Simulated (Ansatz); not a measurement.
# CuO (P6_3mc) in Ansatz: settings compared

Aim: see how the results for CuO move with the level of theory and the settings. Levels: LDA, BLYP, PBE. Tasks: relaxation of cell and atoms, single point.

Program: Ansatz 0.2.0. These are calculated values, not measurements. Logs are shortened: lines on timing, memory, paths and dates and some standing lists are left out, and cuts for length are marked.

## (1) Starting point

It takes space group P6_3mc (No. 186, hexagonal). Conventional cell: a = 3.288 Å, b = 3.288 Å, c = 5.385 Å, α = 90.00°, β = 90.00°, γ = 120.00°. Around Cu (site symmetry 3m) lie 4 O at 2.01 to 2.02 Å. O (site symmetry 3m) is surrounded by 4 Cu at 2.01 to 2.02 Å.

Measurements of this composition are mostly on another form, of space group No. 15.

## (2) Relaxation of cell and atoms, LDA

input.yaml

```yaml
crystal:
  lattice:
    - [3.28802443, 0.0, 0.0]
    - [-1.64401221, 2.84751268, 0.0]
    - [0.0, 0.0, 5.38502486]
  atoms:
    - { symbol: Cu, position: [0.6666666667, 0.3333333333, 0.0] }
    - { symbol: Cu, position: [0.3333333333, 0.6666666667, 0.5] }
    - { symbol: O, position: [0.6666666667, 0.3333333333, 0.6252] }
    - { symbol: O, position: [0.3333333333, 0.6666666667, 0.1252] }
hamiltonian:
  xc: lda
  pseudopotentials: { kind: paw }
kpoints:
  mp_grid: { grid: [9, 9, 5] }
scf:
  occupations: { method: fermi_dirac, width: 0.05 }
output:
  forces: true
  stress: true
  eigenvalues: true
relax:
  f_tol: 0.01
  max_steps: 40
  cell: { stress_tol: 0.05 }
```

Potentials or basis: Ansatz PAW.

Launch:

```console
> ansatz run input.yaml --threads 2 --pin off --max-ram 5632MiB --backend cpu --events-out ev --progress --plain --runs-dir out
```

Log:

```text
Warning: RAYON_NUM_THREADS=2 ignored (pool sized by the plan → 2); use --threads N
Engine: ansatz 0.2.0, aarch64-unknown-linux-gnu
Pseudopotentials: kind: paw
Pseudopotential: Cu, paw, valence charge 19, recommended cutoff 420 eV (normal), Cu.paw.azcp
Pseudopotential: O, paw, valence charge 6, recommended cutoff 420 eV (normal), O.paw.azcp
Functional definition: SPW92
  exchange = slater_x
  correlation = pw_c
Crystal: 4 atoms, lattice volume = 50.418 Å³
Basis set: ecut = 420 eV, 989 PW (Γ)
Bands: 30, of which v1, the nominal top of the filled ones, is band 25 counted from 1 (24 counted from 0)
Symmetry: 12 space group operations
Space group: P63mc (ITA 186), of the structure as read, at distance tolerance 3.7e-5 Å
k-points: 36 of 405 (time reversal used)
Non-local potential: Cu, projectors of the file, l = 0: 3, l = 1: 2, l = 2: 3, l = 3: 1
Non-local potential: O, projectors of the file, l = 0: 2, l = 1: 2, l = 2: 1
PAW form: soft (Blöchl's): semilocal exchange-correlation on the pseudo side does not see the compensation charge
PAW frozen core: Cu, regenerated for the run's functional, and the local potential with it (the file was generated under x = pbe(κ = 0.804, μ = 0.2195149727645171), c = pbe(β = 0.06672455060314922))
PAW frozen core: O, regenerated for the run's functional, and the local potential with it (the file was generated under x = pbe(κ = 0.804, μ = 0.2195149727645171), c = pbe(β = 0.06672455060314922))
PAW one-centre angular grid: Cu, 590 points (default); XC on 64 Gauss nodes
PAW one-centre angular grid: O, 110 points (default); XC on 64 Gauss nodes
Initial density: superposition of atomic densities (neutral atoms: chi_scale 0, normalization atom), corrected by the library's trained network
Initial wavefunctions: pseudopotential atomic-orbital guess
Functional: x = slater, c = lda
SCF iter   1: F=—  HF=-14218.105906 eV  |F-HF|=—  |Δ(HF+E_count)|=         —  Δρ=2.28e-2  dr2=1.50e-1  ethr=1.77e-3  ⟨swp⟩=5.7  Hψ=4017  notcnv=0
preconditioner: auto → LDOS  [metal: Δε(μ)=0.014 eV  Ē_g=10.084 eV  σ=0.050 eV  W_gap=0.07  n_scr=22 (ndim 8)  ℏωp=30.5 eV  f_vac=0.110  D(μ)=6.29/eV (n_scr^D=98)  β→1.0]
SCF iter   2: F=—  HF=-14218.116479 eV  |F-HF|=—  |Δ(HF+E_count)|=   1.06e-2  Δρ=2.35e-2  dr2=1.31e-1  ethr=3.00e-4  ⟨swp⟩=2.2  Hψ=2462  notcnv=0
SCF iter   3: F=—  HF=-14218.061284 eV  |F-HF|=—  |Δ(HF+E_count)|=   5.52e-2  Δρ=1.74e-3  dr2=8.80e-4  ethr=2.62e-4  ⟨swp⟩=2.7  Hψ=2025  notcnv=0
SCF iter   4: F=—  HF=-14218.061561 eV  |F-HF|=—  |Δ(HF+E_count)|=   2.77e-4  Δρ=2.17e-3  dr2=1.66e-3  ethr=1.76e-6  ⟨swp⟩=2.0  Hψ=2101  notcnv=0
SCF iter   5: F=—  HF=-14218.061349 eV  |F-HF|=—  |Δ(HF+E_count)|=   2.12e-4  Δρ=1.20e-3  dr2=5.45e-4  ethr=1.76e-6  ⟨swp⟩=2.4  Hψ=1394  notcnv=0
SCF iter   6: F=—  HF=-14218.061269 eV  |F-HF|=—  |Δ(HF+E_count)|=   8.00e-5  Δρ=5.60e-4  dr2=1.12e-4  ethr=1.09e-6  ⟨swp⟩=1.0  Hψ=1080  notcnv=0
SCF iter   7: F=—  HF=-14218.061257 eV  |F-HF|=—  |Δ(HF+E_count)|=   1.17e-5  Δρ=7.78e-5  dr2=1.37e-6  ethr=2.23e-7  ⟨swp⟩=1.9  Hψ=1510  notcnv=0
SCF iter   8: F=—  HF=-14218.061264 eV  |F-HF|=—  |Δ(HF+E_count)|=   7.19e-6  Δρ=1.16e-5  dr2=3.92e-8  ethr=2.00e-10  ⟨swp⟩=3.0  Hψ=4301  notcnv=0
SCF iter   9: F=-14218.061264 eV  HF=-14218.061264 eV  |F-HF|=1.09e-10  |Δ(HF+E_count)|=  3.64e-11  Δρ=1.18e-6  dr2=2.83e-10  ethr=7.84e-11  ⟨swp⟩=2.6  Hψ=3356  notcnv=0
[... 125 lines left out ...]
SCF converged after 6 iterations
Free energy (F): -14218.688046 eV
Harris-Foulkes:  -14218.688046 eV  (|F-HF|=2.91e-11)
Internal energy: -14218.655386 eV  (E = F + TS)
E sigma→0 (E₀):  -14218.671716 eV
Entropy (-TS):   -0.032660 eV (-8.165 meV/atom)
Fermi energy:    10.956245 eV
--- Per-component energies (eV) ---
  E_band       = -901.325950
  E_kinetic    = 941.497612
  E_local      = -9994.085650  (includes V_loc(G=0)·N_el)
  E_nonlocal   = 889.277800
  E_hartree    = 4321.129349
  E_xc         = -320.539993
  E_vxc        = -414.101351  (∫ρ·V_xc dr)
  E_paw        = -3475.033506  (= ΣΔE_a)
  E_vpaw       = -966.178746  (= ΣTr[D̂ρ^β])
  E_aug_tail   = 0.005109  (compensation charges beyond the density's cutoff)
  E_ewald      = -6581.999271
  E_core_change = 1.093163  (= ΣΔE_core)
  E_smearing   = -0.032660  (= −TS)
  E_closure    = -0.000000  (closes the sum)
  Σ components = -14218.688046   (vs F -14218.688046, Δ=0.00e0)
--- Forces (eV/Å), atoms counted from 1 ---
  atom   1  Cu    -0.00000000     0.00000000     0.00030778
  atom   2  Cu     0.00000000     0.00000000     0.00030778
  atom   3  O     -0.00000000     0.00000000    -0.00031954
  atom   4  O      0.00000000    -0.00000000    -0.00031954
  max |Σ_I F_I| component: 2.35e-5 eV/Å
--- Stress (GPa, compression-positive) ---
       -0.044989       0.000000      -0.000000
        0.000000      -0.044989      -0.000000
       -0.000000      -0.000000      -0.006930
  P = ⅓ Tr σ = -0.0323 GPa (-0.323 kbar)
--- Band table (eV; the first three rows and the last of 36) ---
  k-point 0: bands = ["-100.5802", "-100.5796", "-58.4338", "-58.4245", "-58.3851", "-58.3851", "-58.3838", "-58.3838", "-8.4145", "-7.6353", "3.9022", "5.1099", "5.6564", "5.6564", "6.0447", "6.0447", "8.4842", "8.4842", "8.7489", "8.7944", "8.7944", "10.7403", "10.7403", "11.5645", "11.7994", "11.7994", "12.2548", "17.4214", "18.7453", "24.7375"]
  k-point 1: bands = ["-100.5800", "-100.5796", "-58.4329", "-58.4253", "-58.3849", "-58.3849", "-58.3839", "-58.3839", "-8.3448", "-7.7150", "3.9802", "4.9507", "5.6855", "5.6855", "5.9971", "5.9971", "8.5211", "8.5211", "8.7760", "8.7760", "8.9966", "10.8389", "10.8389", "11.1089", "11.6981", "11.6981", "12.8753", "16.5788", "19.5407", "23.8102"]
  k-point 2: bands = ["-100.5799", "-100.5798", "-58.4306", "-58.4277", "-58.3846", "-58.3846", "-58.3842", "-58.3842", "-8.1582", "-7.9179", "4.2185", "4.5848", "5.7669", "5.7669", "5.8847", "5.8847", "8.6128", "8.6128", "8.7124", "8.7124", "9.6281", "10.3990", "11.1014", "11.1014", "11.4306", "11.4306", "13.9834", "15.2764", "20.7867", "22.2272"]
  k-point 35: bands = ["-100.5791", "-100.5791", "-58.4279", "-58.4279", "-58.3928", "-58.3928", "-58.3921", "-58.3915", "-7.3265", "-7.3265", "4.7542", "4.7542", "4.9525", "5.0341", "6.1759", "6.1759", "8.3275", "8.4073", "8.8413", "8.8413", "9.2739", "9.2739", "9.5099", "9.9415", "10.3726", "10.3726", "18.8011", "19.1413", "19.8392", "19.8392"]
--- Relaxed structure (9 steps of the walk, 9 accepted, 2 SCFs on fresh bases) ---
  F+E_penalty+E_count = -14218.68804613 eV   max|allowed force component| = 3.137e-4 eV/Å   (the final SCF, on the basis selected at the relaxed cell)
  cell:  # Å, volume = 42.1085 Å³
    - [3.0322264366198493, -2.6621709759612364e-9, -2.0218690509217335e-17]
    - [-1.5161132160044166, 2.62598512547064, 1.0933104786264757e-17]
    - [-3.311354688233442e-17, 1.5578387646711606e-18, 5.288293516942243]
  atoms:
    - { symbol: Cu, position: [0.6666666666666666, 0.3333333333333333, -0.010844033223121923] }
    - { symbol: Cu, position: [0.3333333333333333, 0.6666666666666666, 0.489155966776878] }
    - { symbol: O, position: [0.6666666666666666, 0.3333333333333333, 0.6360440332231219] }
    - { symbol: O, position: [0.3333333333333333, 0.6666666666666666, 0.13604403322312197] }
```

It took 23 s on 2 threads of Arm Neoverse V2, shared host; peak memory 0.33 GiB.

Results:

```
Free energy                            : -14218.6880 eV
Relaxed volume                         : 10.53 Å³/atom
Relaxed cell                           : a = 3.032 Å, b = 3.032 Å, c = 5.288 Å, α = 90.00°, β = 90.00°, γ = 120.00°
Space group after relaxing (to 0.05 Å) : P6_3mc (No. 186)
Energy gained by relaxing              : 156.7 meV/atom
Ionic steps                            : 11
Pressure after relaxing                : 0.0 GPa
Band gap on the k mesh                 : none (metal or under the smearing width)
```

The path:
```csv
step,energy change (eV),largest force (eV/Å),volume (Å³)
1,0.0000,0.0663,50.42
2,-0.4555,0.1074,46.21
3,-0.6167,0.2477,41.34
4,-0.6310,0.1736,42.64
5,-0.6449,0.1097,42.21
6,-0.6457,0.0128,42.32
7,-0.6457,0.0016,42.32
8,-0.6261,0.0023,42.32
9,-0.6280,0.0001,42.08
10,-0.6279,0.0001,42.11
11,-0.6268,0.0003,42.11
```

Final structure:
```
Cu O
1.0
     3.03223    0.00000    0.00000
    -1.51611    2.62599    0.00000
     0.00000    0.00000    5.28829
Cu O
2 2
Direct
  0.66667 0.33333 0.98916
  0.33333 0.66667 0.48916
  0.66667 0.33333 0.63604
  0.33333 0.66667 0.13604
```

Caveat: the volume moved by over 15 % at a fixed basis, so the end points are rough; the plane-wave basis is chosen anew once the cell has moved, so the energies of steps on either side of that aren't comparable; the pressure holds a Pulay correction of +0.9 GPa for the finite cutoff; the run has no spin polarisation, though such a crystal can be magnetic; semilocal functionals often make such compounds metallic where correlation or magnetic order opens a gap, which also shifts bond lengths; the PAW data sets come from PBE, with cores solved anew for the run's functional, which leaves a small shift of forces and pressure.

## (3) Relaxation of cell and atoms, BLYP

input.yaml: that of step 2 with these lines changed.

```diff
@@ -11,3 +11,3 @@
 hamiltonian:
-  xc: lda
+  xc: blyp
   pseudopotentials: { kind: paw }
```

Potentials or basis: Ansatz PAW.

Launch:

```console
> ansatz run input.yaml --threads 2 --pin off --max-ram 5632MiB --backend cpu --events-out ev --progress --plain --runs-dir out
```

Wall time 20 s (2 threads of Arm Neoverse V2, shared host); peak memory 0.33 GiB.

Results (log left out):

```yaml
Free_energy: -14404.3020 eV
Relaxed_volume: 12.03 Å³/atom
Relaxed_cell: a = 3.201 Å, b = 3.201 Å, c = 5.421 Å, α = 90.00°, β = 90.00°, γ = 120.00°
Space_group_after_relaxing_to_0.05_Å: P6_3mc (No. 186)
Energy_gained_by_relaxing: 11.6 meV/atom
Ionic_steps: 9
Pressure_after_relaxing: 0.0 GPa
Band_gap_on_the_k_mesh: none (metal or under the smearing width)
```

Step by step:
| step | energy change (eV) | largest force (eV/Å) | volume (Å³) |
| --- | --- | --- | --- |
| 1 | 0.0000 | 0.0764 | 50.42 |
| 2 | -0.0323 | 0.0853 | 49.41 |
| 3 | -0.0515 | 0.0942 | 48.17 |
| 4 | -0.0535 | 0.0580 | 48.18 |
| 5 | -0.0544 | 0.0205 | 48.20 |
| 6 | -0.0544 | 0.0001 | 48.22 |
| 7 | -0.0464 | 0.0003 | 48.22 |
| 8 | -0.0471 | 0.0005 | 48.10 |
| 9 | -0.0465 | 0.0004 | 48.10 |

Final structure:
```
Cu O
1.0
     3.20087    0.00000    0.00000
    -1.60044    2.77204    0.00000
     0.00000    0.00000    5.42128
Cu O
2 2
Cartesian
  1.6004 0.9240 -0.0379
  0.0000 1.8480 2.6727
  1.6004 0.9240 3.4273
  0.0000 1.8480 0.7167
```

Levels at points of the mesh, in eV from the Fermi level:
```tsv
k point	band 23	band 24	band 25	band 26	band 27	band 28
(0.00, 0.00, 0.00)	-0.11	0.67	0.74	0.74	1.17	6.01
```

Caveat: the plane-wave basis is chosen anew once the cell has moved, so the energies of steps on either side of that aren't comparable; the pressure holds a Pulay correction of +0.8 GPa for the finite cutoff; the run has no spin polarisation, though such a crystal can be magnetic; semilocal functionals often make such compounds metallic where correlation or magnetic order opens a gap, which also shifts bond lengths; the PAW data sets come from PBE, with cores solved anew for the run's functional, which leaves a small shift of forces and pressure. With open d or f shells a metallic result of BLYP can be an artefact of self-interaction; +U or a hybrid may open a gap.

## (4) Single point, PBE

input.yaml: that of step 3 with these lines changed.

```diff
@@ -11,6 +11,6 @@
 hamiltonian:
-  xc: blyp
+  xc: pbe
   pseudopotentials: { kind: paw }
 kpoints:
-  mp_grid: { grid: [9, 9, 5] }
+  mp_grid: { grid: [3, 3, 2] }
 scf:
@@ -21,5 +21 @@
   eigenvalues: true
-relax:
-  f_tol: 0.01
-  max_steps: 40
-  cell: { stress_tol: 0.05 }
```

Launch:

```console
> ansatz run input.yaml --threads 2 --pin off --max-ram 5632MiB --backend cpu --events-out ev --progress --plain --runs-dir out
```

It took 0.53 s on 2 threads of Arm Neoverse V2, shared host; peak memory 0.28 GiB.

It converged, with:

```
Free energy            : -14381.8358 eV
Pressure               : -9.3 GPa
Largest force          : 0.078 eV/Å
Band gap on the k mesh : none (metal or under the smearing width)
```

Forces on the atoms (eV/Å):
```
Cu   0.000  0.000 -0.078
Cu   0.000  0.000 -0.078
O    0.000  0.000  0.078
O    0.000  0.000  0.078
```

Stress tensor (GPa, compression positive):
```
-9.80  0.00  0.00
 0.00 -9.80  0.00
 0.00  0.00 -8.19
```

Levels at points of the mesh, in eV from the Fermi level:
```tsv
k point	band 23	band 24	band 25	band 26	band 27	band 28
(0.00, 0.00, 0.00)	-0.03	0.59	0.68	0.68	0.84	5.54
(0.00, 0.00, -0.50)	0.32	0.32	0.32	0.32	3.26	3.26
```

Caveat: the k mesh is coarse (spacing up to 0.74 Å⁻¹), so the values aren't converged; the pressure holds a Pulay correction of +0.6 GPa for the finite cutoff; the run has no spin polarisation, though such a crystal can be magnetic; semilocal functionals often make such compounds metallic where correlation or magnetic order opens a gap, which also shifts bond lengths.

## (5) The runs side by side

```csv
task,level,cell,k mesh,mesh quality,gap on the mesh (eV),pressure (GPa),relaxed volume (Å³/atom)
relaxation of cell and atoms,LDA,relaxed,9 × 9 × 5,not flagged,none,0.0,10.53
relaxation of cell and atoms,BLYP,relaxed,9 × 9 × 5,not flagged,none,0.0,12.03
single point,PBE,as given,3 × 3 × 2,coarse,none,-9.3,-
```

Alike in all rows: potentials or basis Ansatz PAW; no spin polarisation; cutoff (eV) 420; smearing fermi-dirac 0.05 eV.

Caveats: some runs use coarse meshes; the run has no spin polarisation, though such a crystal can be magnetic; semilocal functionals often make such compounds metallic where correlation or magnetic order opens a gap, which also shifts bond lengths; the plane-wave basis is chosen anew once the cell has moved, so the energies of steps on either side of that aren't comparable (some runs); the PAW data sets come from PBE, with cores solved anew for the run's functional, which leaves a small shift of forces and pressure (some runs); the volume moved by over 15 % at a fixed basis, so the end points are rough (some runs).

Total energies depend on the potentials used, so only differences within one code and one set of settings carry meaning.
